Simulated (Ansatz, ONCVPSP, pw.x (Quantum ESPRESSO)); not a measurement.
pw.x on bcc Ru: one setting changed

Potential: optimised norm-conserving Vanderbilt (ONCV), ONCVPSP 4.0.1.1 (patched build), PBE; core [Ar] 3d10, reference 4s2 4p6 4d6 5s2; waves: 4s+5s: rc 1.40 bohr, ncon 4, nbas 7, qcut 9.9 1/bohr, 2 projectors; 4p: rc 1.90 bohr, ncon 5, nbas 9, qcut 5.8 1/bohr, 2 projectors, debl 0.7 Ha; 4d: rc 1.70 bohr, ncon 4, nbas 9, qcut 10.5 1/bohr, 2 projectors, debl 1.7 Ha; local part: polynomial inside 1.00 bohr (lpopt 5, dvloc0 1 Ha); core correction: Teter function, fcfact 3.5, rcfact 1.15. In the p channel the program set the typed energies aside and used -1.823, 0.250 Ha.

The reference run (k-mesh 15³, cutoffs 90/360 Ry, Fermi–Dirac 0.01 Ry, mixing_beta 0.4, conv_thr 1e-9, no spin) gives 1.96 GPa at 14.192 Å³/atom, where all-electron LAPW gives 1.63 GPa. This run, with its own iteration cap, changes k-mesh points per axis to 20.

```
&control
  calculation='scf', prefix='x', pseudo_dir='./', outdir='./tmp', tstress=.true., disk_io='none'
/
&system
  ibrav=0, nat=1, ntyp=1, ecutwfc=90, ecutrho=360, nbnd=16,
  occupations='smearing', smearing='fd', degauss=0.01
/
&electrons
  conv_thr=1e-09, mixing_beta=0.4, electron_maxstep=60
/
ATOMIC_SPECIES
Ru 1.0 Ru.UPF
CELL_PARAMETERS angstrom
  -1.52520377 1.52520377 1.52520377
  1.52520377 -1.52520377 1.52520377
  1.52520377 1.52520377 -1.52520377
ATOMIC_POSITIONS crystal
Ru 0.0000 0.0000 0.0000
K_POINTS automatic
20 20 20 0 0 0
```

```bash
pw.x < Ru.scf.in > Ru.scf.out
```

How does the run end?

It converges in 7 iterations; the free energy moves by +2.5 meV/atom and the pressure by +0.13 GPa.

```
Message from routine setup:
     using ibrav=0 with symmetry is DISCOURAGED, use correct ibrav instead
     lattice parameter (alat)  =       4.9921  a.u.
     unit-cell volume          =      95.7724 (a.u.)^3
     number of electrons       =        16.00
     number of Kohn-Sham states=           16
     kinetic-energy cutoff     =      90.0000  Ry
     charge density cutoff     =     360.0000  Ry
     scf convergence threshold =      1.0E-09
     Exchange-correlation= PBE
     number of k points=   256  Fermi-Dirac smearing, width (Ry)=  0.0100
     iteration #  1     ecut=    90.00 Ry     beta= 0.40
     total energy              =    -194.51327600 Ry
     estimated scf accuracy    <       0.01442508 Ry
     iteration #  2     ecut=    90.00 Ry     beta= 0.40
     total energy              =    -194.51563258 Ry
     estimated scf accuracy    <       0.00040543 Ry
     iteration #  3     ecut=    90.00 Ry     beta= 0.40
     total energy              =    -194.51567938 Ry
     estimated scf accuracy    <       0.00010876 Ry
     iteration #  4     ecut=    90.00 Ry     beta= 0.40
     total energy              =    -194.51568268 Ry
     estimated scf accuracy    <       0.00000075 Ry
     iteration #  5     ecut=    90.00 Ry     beta= 0.40
     total energy              =    -194.51568301 Ry
     estimated scf accuracy    <       0.00000010 Ry
     iteration #  6     ecut=    90.00 Ry     beta= 0.40
     total energy              =    -194.51568302 Ry
     estimated scf accuracy    <          2.0E-09 Ry
     iteration #  7     ecut=    90.00 Ry     beta= 0.40
     the Fermi energy is    22.5361 ev
!    total energy              =    -194.51568302 Ry
     estimated scf accuracy    <          5.7E-12 Ry
     smearing contrib. (-TS)   =      -0.00905689 Ry
     The total energy is F=E-TS. E is the sum of the following terms:
     one-electron contribution =     -37.56640477 Ry
     hartree contribution      =      29.88974870 Ry
     xc contribution           =     -25.21069735 Ry
     ewald contribution        =    -161.61927271 Ry
     convergence has been achieved in   7 iterations
          total   stress  (Ry/bohr**3)                   (kbar)     P=       20.84
     Message from routine punch:
     Nothing written, as per user request (disk_io='none')
```

The run took about 80 s on one core of a shared host (Neoverse-N1, 64 threads, 124 GiB, load 58).
